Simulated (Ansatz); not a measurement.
# Ga9As10: the cost of one run

Computed with Ansatz 0.2.0 (DFT PBEsol, scalar-relativistic, plane waves, PAW, unless a step's input says otherwise).

1 further run of the same task is left out (set aside as unsound or not needed).

## Step 1: Starting point

The structure is cubic, space group F-43m (No. 216). Conventional cell: a = 5.658 Å, b = 5.658 Å, c = 5.658 Å, α = 90.00°, β = 90.00°, γ = 90.00°. Around Ga (site symmetry -43m) lie 4 As at 2.45 Å. Around As (site symmetry -43m) lie 4 Ga at 2.45 Å.

Structure file:

```
CELL_PARAMETERS angstrom
0.00000 2.82914 2.82914
2.82914 0.00000 2.82914
2.82914 2.82914 0.00000
ATOMIC_POSITIONS crystal
Ga 0.00000 0.00000 0.00000
As 0.75000 0.75000 0.75000
```

This cell was relaxed beforehand with the same method: volume 22.64 Å³/atom, gap on the mesh 0.42 eV.

The bulk reference comes from a run made before at the same settings: -4278.4300 eV/atom.

## Step 2: The (210) slab

Miller indices refer to the conventional cell of the relaxed bulk, F-43m (No. 216): a = 5.658 Å, b = 5.658 Å, c = 5.658 Å, α = 90.00°, β = 90.00°, γ = 90.00°.

The slab is a (210) slab, 11.4 Å thick as cut, with 15 Å of vacuum; its outer planes are As (top) and As (bottom).

The slab as cut. Its planes from the bottom up:

| plane | atoms per cell | height over the lowest (Å) |
| --- | --- | --- |
| 1 | As | 0.00 |
| 2 | Ga | 0.63 |
| 3 | As | 1.27 |
| 4 | Ga | 1.90 |
| 5 | As | 2.53 |
| 6 | Ga | 3.16 |
| 7 | As | 3.80 |
| 8 | Ga | 4.43 |
| 9 | As | 5.06 |
| 10 | Ga | 5.69 |
| 11 | As | 6.33 |
| 12 | Ga | 6.96 |
| 13 | As | 7.59 |
| 14 | Ga | 8.22 |
| 15 | As | 8.86 |
| 16 | Ga | 9.49 |
| 17 | As | 10.12 |
| 18 | Ga | 10.75 |
| 19 | As | 11.39 |

## Step 3: The slab as cut, atoms at the bulk's places

The cell repeats along c, and a dipole correction in the vacuum removes the field between the copies.

File input.yaml:

```yaml
crystal:
  lattice:
    - [5.6582750428, 0.0, 0.0]
    - [-2.8291375214, 6.3261438155, 0.0]
    - [0.0, 0.0, 26.387058868]
  atoms:
    - { symbol: As, position: [0.1, 0.7, 0.2842302372] }
    - { symbol: Ga, position: [0.7, 0.4, 0.3082046553] }
    - { symbol: As, position: [0.8, 0.1, 0.3321790733] }
    - { symbol: Ga, position: [0.4, 0.8, 0.3561534914] }
    - { symbol: As, position: [0.5, 0.5, 0.3801279095] }
    - { symbol: Ga, position: [0.1, 0.2, 0.4041023276] }
    - { symbol: As, position: [0.2, 0.9, 0.4280767457] }
    - { symbol: Ga, position: [0.8, 0.6, 0.4520511638] }
    - { symbol: As, position: [0.9, 0.3, 0.4760255819] }
    - { symbol: Ga, position: [0.5, 0.0, 0.5] }
    - { symbol: As, position: [0.6, 0.7, 0.5239744181] }
    - { symbol: Ga, position: [0.2, 0.4, 0.5479488362] }
    - { symbol: As, position: [0.3, 0.1, 0.5719232543] }
    - { symbol: Ga, position: [0.9, 0.8, 0.5958976724] }
    - { symbol: As, position: [0.0, 0.5, 0.6198720905] }
    - { symbol: Ga, position: [0.6, 0.2, 0.6438465086] }
    - { symbol: As, position: [0.7, 0.9, 0.6678209267] }
    - { symbol: Ga, position: [0.3, 0.6, 0.6917953447] }
    - { symbol: As, position: [0.4, 0.3, 0.7157697628] }
basis:
  ecutwfc: 420
kpoints:
  mp_grid: { grid: [7, 6, 1] }
hamiltonian:
  xc: pbesol
scf:
  occupations: { method: gaussian, width: 0.05 }
output:
  forces: true
  stress: true
  eigenvalues: true
  write_density: true
  write_potential: true
  elf: true
  volumetric_format: npy
efield:
  axis: 3
  dipole_correction: true
  ramp_width: 0.04
```

On the command line:

```console
$ ansatz run input.yaml --threads 4 --pin off --max-ram 10240MiB --backend cpu --events-out ev --progress --plain --runs-dir out
```

What time and memory should one allow on 4 threads of Intel Xeon 6975P-C (Granite Rapids), shared host?

About 78 s, with a peak of 4.3 GiB.
